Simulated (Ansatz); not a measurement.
Method: Ansatz, DFT, RPBE, plane waves (420 eV) with PAW, scalar-relativistic. The PAW files were generated under PBE, with cores re-solved for the functional.

An element in the dhcp structure gives this curve. The cell is scaled uniformly from the relaxed one, with fractional coordinates and shape fixed. Energies are extrapolated to zero smearing, pressures are those at the given smearing. Magnetic state: spin not included.

| V (Å³/atom) | E − E₀ (meV/atom) | P (GPa) |
| --- | --- | --- |
| 12.507 | 125.0 | 26.77 |
| 13.076 | 50.8 | 16.07 |
| 13.644 | 11.2 | 7.26 |
| 14.213 | 0.0 | 0.02 |
| 14.781 | 12.2 | -5.92 |
| 15.350 | 43.6 | -10.79 |
| 15.918 | 90.6 | -14.77 |

(1) Which element is it?
A. copper
B. phosphorus
C. vanadium
D. rhenium

Answers

(1) C. Its fit is V₀ = 14.18 Å³/atom, B₀ = 165 GPa, B₀′ = 3.9.
